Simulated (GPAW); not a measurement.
# HgTe (Coloradoite) (F-43m) in GPAW: notebook, part 3 of 3

GPAW 26.7.0. The steps go on from the part before.

## Step 6: Band structure, LDA

Contents of run.py:

```python
from ase.dft.bandgap import bandgap
from ase.io import read, write
from ase.units import GPa
from gpaw import GPAW, PW, setup_paths

setup_paths.insert(0, '.')

atoms = read('HgTe.xyz')

calc = GPAW(mode=PW(600),
            xc='LDA',
            kpts={'size': (6, 6, 6), 'gamma': True},
            occupations={'name': 'fermi-dirac', 'width': 0.05},
            nbands=18,
            convergence={'density': 1e-05, 'energy': 1e-05},
            maxiter=150,
            txt='gpaw.txt')
atoms.calc = calc
energy = atoms.get_potential_energy()
forces = atoms.get_forces()
stress = atoms.get_stress()
calc.write('gs.gpw')
write('result.traj', atoms)
print(f'Energy: {energy:.6f} eV')
print('Forces (eV/A):')
print(forces.round(4))
print('Stress (GPa):', (stress / GPa).round(3))
print('Fermi level:', round(calc.get_fermi_level(), 4), 'eV')
print(f'Gap: {bandgap(calc)[0]:.4f} eV, direct: {bandgap(calc, direct=True)[0]:.4f} eV')

path = atoms.cell.bandpath('GXWKGLUWLK,UX', npoints=80, eps=1e-4)
bs_calc = calc.fixed_density(kpts=path, symmetry='off', nbands=31,
                             convergence={'bands': 'CBM+6.0', 'eigenstates': 1e-6}, txt='bands.txt')
bs = bs_calc.band_structure()
bs.write('bs.json')
print(f'Gap on the path: {bandgap(bs_calc)[0]:.4f} eV')
```

Contents of HgTe.xyz:

```xyz
2
Lattice="0.0000000000 3.2145000000 3.2145000000 3.2145000000 0.0000000000 3.2145000000 3.2145000000 3.2145000000 0.0000000000" Properties=species:S:1:pos:R:3 pbc="T T T"
Hg     0.0000000000      0.0000000000      0.0000000000
Te     4.8217500000      4.8217500000      4.8217500000
```

Potentials or basis: PAW data sets generated in the run's folder for this functional, pw.

On the command line:

```sh
gpaw-setup -f LDA Hg Te
OMP_NUM_THREADS=1 python run.py
```

gpaw.txt:

```text
__  _  _
 | _ |_)|_||  |
 |__||  | ||/\| - 26.7.0

Input parameters:
  mode=PW(ecut=600.0),
  convergence={'density': 1e-05, 'energy': 1e-05},
  kpts=MonkhorstPack(size=(6, 6, 6), gamma=True),
  maxiter=150,
  nbands=18,
  occupations=Occupations(name='fermi-dirac', width=0.05),
  xc=XC(name='LDA')

Diagonalizing LCAO Hamiltonian
Converting LCAO to pw mode

                      Te

       Hg

Atoms  # Å, Bohr magnetons
|   | symbol |        x |        y |        z |    initial magnetic moments |
|---|--------|----------|----------|----------|-----------------------------|
| 0 |     Hg | 0.000000 | 0.000000 | 0.000000 | ( 0.0000,  0.0000,  0.0000) |
| 1 |     Te | 4.821750 | 4.821750 | 4.821750 | ( 0.0000,  0.0000,  0.0000) |

Unit cell  # Å
| periodic |        x |        y |        z |  lengths |    angles |
|----------|----------|----------|----------|----------|-----------|
|      yes | 0.000000 | 3.214500 | 3.214500 | 4.545989 | 60.000000 |
|      yes | 3.214500 | 0.000000 | 3.214500 | 4.545989 | 60.000000 |
[... 179 lines left out ...]
  Kinetic:          29.517246
  Coulomb:         -24.484975
  Zero:             -2.114695
  External:          0.000000
  Xc:               -8.829858
  Entropy:          -0.000945
  Spinorbit:         0.000000
  ----------------------------
  Free energy:      -5.913227
  Extrapolated:     -5.912754

dipole moment: (-17.611858, -17.611858, -17.611858)  # |e|*Ang

Fermi level: 4.408
Eigenvalues  # (at kpt = [0.000, 0.000, 0.000])
| band index |      eig [eV] | occ [0-2] |
|------------|---------------|-----------|
|          0 |       -59.183 |     2.000 |
|        ... |               |           |
|          5 |        -3.174 |     2.000 |
|          6 |        -3.174 |     2.000 |
|          7 |        -2.641 |     2.000 |
|          8 |        -2.641 |     2.000 |
|          9 |         3.597 |     2.000 |
|         10 |         4.372 |     1.346 |
|         11 |         4.372 |     1.346 |
|         12 |         4.372 |     1.346 |
|         13 |         8.545 |     0.000 |
|         14 |         8.545 |     0.000 |
|         15 |         8.545 |     0.000 |
|         16 |        10.660 |     0.000 |
|         17 |        14.122 |     0.000 |

No gap
No difference between direct/indirect transitions

Forces  # eV/Ang
|        x |        y |       z |
|----------|----------|---------|
|  0.00000 | -0.00000 | 0.00000 |  # Hg   0
| -0.00000 |  0.00000 | 0.00000 |  # Te   1

Stress tensor  # eV/Ang^3
|         x |         y |         z |
|-----------|-----------|-----------|
| -0.000478 |  0.000000 |  0.000000 |
|  0.000000 | -0.000478 | -0.000000 |
|  0.000000 | -0.000000 | -0.000478 |

# Writing to gs.gpw (mode='')
```

It took 80 s on 1 thread of Arm Neoverse V1, shared host; peak memory 0.31 GiB.

What came out:

```
Free energy             : -5.9132 eV
Pressure                : 0.1 GPa
Band gap along the path : none (metal or under the smearing width)
```

Levels at the corners of the path, in eV from the Fermi level:
```tsv
point	band 10	band 11	band 12	band 13	band 14	band 15
Γ	-0.81	-0.04	-0.04	-0.04	4.14	4.14
X	-5.56	-2.40	-2.40	1.84	2.26	8.06
W	-5.65	-2.82	-2.69	3.15	4.47	5.15
K	-5.59	-3.08	-2.00	2.16	3.90	6.89
Γ	-0.81	-0.04	-0.04	-0.04	4.14	4.14
L	-5.65	-1.06	-1.06	0.61	4.96	4.96
U	-5.59	-3.08	-2.00	2.16	3.90	6.89
W	-5.65	-2.82	-2.69	3.15	4.47	5.15
L	-5.65	-1.06	-1.06	0.61	4.96	4.96
K	-5.59	-3.08	-2.00	2.16	3.90	6.89
U	-5.59	-3.08	-2.00	2.16	3.90	6.89
X	-5.56	-2.40	-2.40	1.84	2.26	8.06
```

Caveat: spin-orbit coupling is left out, which moves the levels of the heavy elements.

## Step 7: The runs side by side

| task | level | potentials or basis | spin | band path | band points | spin axis theta (degrees) | spin axis phi (degrees) | eigensolver | pressure (GPa) | V0 of scaled cells (Å³/atom) | B0 (GPa) |
| --- | --- | --- | --- | --- | --- | --- | --- | --- | --- | --- | --- |
| equation of state | revPBE+D3(BJ) | the program's PAW data sets (release 1.2.1) made for this functional, pw | off | - | - | - | - | - | - | 34.63 | 41 |
| band structure | MS2 | GPAW PAW data sets (gpaw-data 1.2.1), pw | SOC, no magnetisation | GXWKGLUWLK,UX | 100 | 90 | 45 | - | 1.6 | - | - |
| equation of state | RPBE | the program's PAW data sets (release 1.2.1) made for this functional, pw | off | - | - | - | - | - | - | - | - |
| equation of state | OLYP+D3(BJ) | PAW data sets generated in the run's folder for this functional, pw | off | - | - | - | - | davidson | - | 33.30 | 42 |
| band structure | LDA | PAW data sets generated in the run's folder for this functional, pw | off | GXWKGLUWLK,UX | 80 | - | - | - | 0.1 | - | - |

Alike in all rows: cell as given; k mesh 6 × 6 × 6; cutoff (eV) 600; smearing fermi-dirac 0.05 eV.

Caveats: spin-orbit coupling was added after a scalar SCF, so levels and gaps hold it while energy, forces, pressure and moments don't (some runs); this program's spin-orbit splittings come out too wide for heavy elements (some runs); the PAW data sets were made with another functional, which shifts forces and pressure a little (some runs); the minimum lies outside the volumes run (some runs); spin-orbit coupling is left out, which moves the levels of the heavy elements (some runs).

Absolute energies hang on the potentials; compare differences alone.

## Step 8: Against experiment

Step 2. Against the measured bulk modulus of HgTe, 43 GPa (a printed reference work, monograph), the calculated 41 GPa is off by -4.9 %. The fit is for a static lattice scaled at fixed shape and fixed fractional positions.

Step 5. A measured bulk modulus of HgTe is 43 GPa (a printed reference work, monograph); the calculated 42 GPa misses it by -2.7 %. The fit is for a static lattice scaled at fixed shape and fixed fractional positions.
